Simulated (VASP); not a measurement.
## VASP 6.6.1, PBE single-point calculation, LiH (rocksalt)

INCAR

```
NBANDS = 9
SIGMA = 0.02
ISIF = 2
GGA = PE
ISMEAR = -1
PREC = Accurate
NELM = 120
LWAVE = .FALSE.
NSW = 0
ENCUT = 520
LREAL = .FALSE.
LCHARG = .FALSE.
EDIFF = 1E-7
IBRION = -1
LASPH = .TRUE.
```

KPOINTS

```
KPOINTS created by Atomic Simulation Environment
0
Gamma
10 10 10
0 0 0
```

KPOINTS_OPT

```
special points
7
Reciprocal
0.0000000000 0.0000000000 0.0000000000 1
0.5000000000 0.0000000000 0.5000000000 1
0.6250000000 0.2500000000 0.6250000000 1
0.3750000000 0.3750000000 0.7500000000 1
0.5000000000 0.5000000000 0.5000000000 1
0.5000000000 0.2500000000 0.7500000000 1
0.0000000000 0.5000000000 0.5000000000 1
```

POSCAR

```
Li H
 1.0000000000000000
     0.0000000000000000    2.0029948411000000    2.0029948411000000
     2.0029948411000000    0.0000000000000000    2.0029948411000000
     2.0029948411000000    2.0029948411000000    0.0000000000000000
 Li  H
   1   1
Cartesian
  0.0000000000000000  0.0000000000000000  0.0000000000000000
  2.0029948411000000  2.0029948411000000  2.0029948411000000
```

VASP ran with the recommended PBE PAW datasets (4 valence electrons in the cell).

Command

```
mpirun -np 1 vasp_std
```

From OUTCAR

```
k-points           NKPTS =     47   k-points in BZ     NKDIM =     47   number of bands    NBANDS=      9

   NELECT =       4.0000    total number of electrons

   dimension x,y,z NGX =    24 NGY =   24 NGZ =   24
   dimension x,y,z NGXF=    48 NGYF=   48 NGZF=   48

  energy-cutoff  :      520.00
  volume of cell :       16.07
      direct lattice vectors                 reciprocal lattice vectors
     0.000000000  2.002994841  2.002994841    -0.249626205  0.249626205  0.249626205
     2.002994841  0.000000000  2.002994841     0.249626205 -0.249626205  0.249626205
     2.002994841  2.002994841  0.000000000     0.249626205  0.249626205 -0.249626205

 k-points in reciprocal lattice and weights: KPOINTS created by Atomic Simulation Env
   0.00000000  0.00000000  0.00000000       0.001
   0.10000000  0.00000000  0.00000000       0.008
   0.20000000  0.00000000  0.00000000       0.008
   0.30000000  0.00000000  0.00000000       0.008
   0.40000000  0.00000000  0.00000000       0.008
   0.50000000  0.00000000  0.00000000       0.004
   0.10000000  0.10000000  0.00000000       0.006
   0.20000000  0.10000000  0.00000000       0.024
   ...

 E-fermi :   0.6228

 k-point     1 :       0.0000    0.0000    0.0000
  band No.  band energies     occupation
      1     -44.1885      2.00000
      2      -5.3403      2.00000
      3      16.2201      0.00000
      4      18.0107      0.00000
      5      18.0107      0.00000
      6      18.0107      0.00000
      7      22.7297      0.00000
      8      22.7297      0.00000
      9      22.7297      0.00000

 k-point     2 :       0.1000    0.0000    0.0000
  band No.  band energies     occupation
      1     -44.1842      2.00000
      2      -5.1634      2.00000
      3      14.7386      0.00000
      4      17.0150      0.00000
      5      17.6214      0.00000
      6      17.6214      0.00000
      7      22.1605      0.00000
      8      23.5712      0.00000
      9      23.5712      0.00000

 k-point     3 :       0.2000    0.0000    0.0000
  band No.  band energies     occupation
      1     -44.1725      2.00000
      2      -4.6461      2.00000
      3      11.4791      0.00000
      4      15.7442      0.00000
      5      16.9934      0.00000
      6      16.9935      0.00000
      7      23.0059      0.00000
      8      23.3625      0.00000
      9      23.3626      0.00000

 k-point     4 :       0.3000    0.0000    0.0000
  band No.  band energies     occupation
      1     -44.1581      2.00000
      2      -3.8495      2.00000
      3       8.3286      0.00000
      4      14.6980      0.00000
      5      16.6132      0.00000
      6      16.6132      0.00000
      7      21.2906      0.00000
      8      21.2906      0.00000
      9      24.5614      0.00000

 k-point     5 :       0.4000    0.0000    0.0000
  band No.  band energies     occupation
      1     -44.1463      2.00000
      2      -2.9730      2.00000
      3       5.9693      0.00000
      4      14.0146      0.00000
      5      16.5567      0.00000
      6      16.5567      0.00000
      7      19.7860      0.00000
      8      19.7860      0.00000
      9      26.3916      0.00000

 k-point     6 :       0.5000    0.0000    0.0000
  band No.  band energies     occupation
      1     -44.1419      2.00000
      2      -2.5337      2.00000
      3       5.0263      0.00000
      4      13.7783      0.00000
      5      16.6192      0.00000
      6      16.6192      0.00000
      7      19.1962      0.00000
      8      19.1962      0.00000
      9      27.4455      0.00000

 k-point     7 :       0.1000    0.1000    0.0000
  band No.  band energies     occupation
      1     -44.1827      2.00000
      2      -5.1017      2.00000
      3      14.9378      0.00000
      4      16.3694      0.00000
      5      16.3694      0.00000
      6      18.7944      0.00000
      7      20.0338      0.00000
      8      24.9916      0.00000
      9      24.9951      0.00000

 k-point     8 :       0.2000    0.1000    0.0000
  band No.  band energies     occupation
      1     -44.1736      2.00000
      2      -4.6889      2.00000
      3      12.5668      0.00000
      4      15.0185      0.00000
      5      15.3619      0.00000
      6      18.5320      0.00000
      7      20.2933      0.00000
      8      23.6939      0.00000
      9      26.2387      0.00000

 k-point     9 :       0.3000    0.1000    0.0000
  band No.  band energies     occupation
      1     -44.1601      2.00000
      2      -3.9635      2.00000
      3       9.3539      0.00000
      4      13.7906      0.00000
      5      14.7939      0.00000
      6      17.7368      0.00000
      7      21.8059      0.00000
      8      22.7355      0.00000
      9      24.3846      0.00000

 k-point    10 :       0.4000    0.1000    0.0000
  band No.  band energies     occupation
      1     -44.1474      2.00000
      2      -3.0603      2.00000
      3       6.6785      0.00000
      4      12.8576      0.00000
      5      14.7193      0.00000
      6      16.8675      0.00000
      7      21.4890      0.00000
      8      22.5388      0.00000
      9      24.8252      0.00000

 k-point    11 :       0.5000    0.1000    0.0000
  band No.  band energies     occupation
      1     -44.1406      2.00000
      2      -2.3852      2.00000
      3       5.1760      0.00000
      4      12.3098      0.00000
      5      15.1438      0.00000
      6      16.1573      0.00000
      7      21.2007      0.00000
      8      21.6081      0.00000
      9      27.0853      0.00000

 k-point    12 :      -0.4000    0.1000    0.0000
  band No.  band energies     occupation
      1     -44.1421      2.00000
      2      -2.5491      2.00000
      3       5.5131      0.00000
      4      12.1737      0.00000
      5      15.7999      0.00000
      6      16.0311      0.00000
      7      20.4410      0.00000
      8      22.3709      0.00000
      9      26.9097      0.00000

 k-point    13 :      -0.3000    0.1000    0.0000
  band No.  band energies     occupation
      1     -44.1513      2.00000
      2      -3.3740      2.00000
      3       7.5054      0.00000
      4      12.4330      0.00000
      5      15.8984      0.00000
      6      17.2285      0.00000
      7      20.3797      0.00000
      8      23.6617      0.00000
      9      24.9487      0.00000

 k-point    14 :      -0.2000    0.1000    0.0000
  band No.  band energies     occupation
      1     -44.1648      2.00000
      2      -4.2436      2.00000
      3      10.4569      0.00000
      4      13.0685      0.00000
      5      16.4271      0.00000
      6      18.2556      0.00000
      7      21.3571      0.00000
      8      23.1010      0.00000
      9      25.2635      0.00000

 k-point    15 :      -0.1000    0.1000    0.0000
  band No.  band energies     occupation
      1     -44.1774      2.00000
      2      -4.8696      2.00000
      3      13.4542      0.00000
      4      14.4608      0.00000
      5      17.1106      0.00000
      6      18.4807      0.00000
      7      22.0210      0.00000
      8      23.4784      0.00000
      9      23.5298      0.00000

 k-point    16 :       0.2000    0.2000    0.0000
  band No.  band energies     occupation
      1     -44.1674      2.00000
      2      -4.3704      2.00000
      3      12.2912      0.00000
      4      14.0987      0.00000
      5      14.0987      0.00000
      6      17.4462      0.00000
      7      18.3099      0.00000
      8      25.3729      0.00000
      9      28.6068      0.00000

 k-point    17 :       0.3000    0.2000    0.0000
  band No.  band energies     occupation
      1     -44.1564      2.00000
      2      -3.7131      2.00000
      3      10.0037      0.00000
      4      12.4087      0.00000
      5      13.3240      0.00000
      6      17.4645      0.00000
      7      18.4332      0.00000
      8      25.8234      0.00000
      9      28.0507      0.00000

 k-point    18 :       0.4000    0.2000    0.0000
  band No.  band energies     occupation
      1     -44.1448      2.00000
      2      -2.8056      2.00000
      3       7.3906      0.00000
      4      10.8683      0.00000
      5      13.0704      0.00000
      6      16.8542      0.00000
      7      20.6760      0.00000
      8      25.8765      0.00000
      9      26.1369      0.00000

 k-point    19 :       0.5000    0.2000    0.0000
  band No.  band energies     occupation
      1     -44.1371      2.00000
      2      -1.9504      2.00000
      3       5.5143      0.00000
      4       9.8786      0.00000
      5      13.3472      0.00000
      6      16.2746      0.00000
      7      23.2540      0.00000
      8      24.5688      0.00000
      9      26.5880      0.00000

 ...

  Total       -0.0217605     -0.0217605     -0.0217605      0.0000000      0.0000000     -0.0000000
  in kB       -2.1692492     -2.1692492     -2.1692492      0.0000000      0.0000000     -0.0000000
  external PRESSURE =      -2.1692492 kB  Pullay stress =       0.0000000 kB

 POSITION                                       TOTAL-FORCE (eV/Angst)
 -----------------------------------------------------------------------------------
      0.00000      0.00000      0.00000         0.000000      0.000000      0.000000
      2.00299      2.00299      2.00299        -0.000000      0.000000      0.000000
 -----------------------------------------------------------------------------------
    total drift:                                0.000000     -0.000000     -0.000000

  FREE ENERGIE OF THE ION-ELECTRON SYSTEM (eV)
  ---------------------------------------------------
  free  energy   TOTEN  =        -6.1270835381 eV

  energy  without entropy=       -6.1270835381  energy(sigma->0) =       -6.12708354
```

```yaml
gap_between_bands_v_and_c: 2.98 eV
least_direct_gap: 2.98 eV
pressure: -0.2 GPa
```

Band v is the last that the valence electrons fill when counted band by band, and c is the next.

The run took about 5 s on one core of a shared host (Intel Xeon Platinum 8488C) and held 0.13 GiB at most.
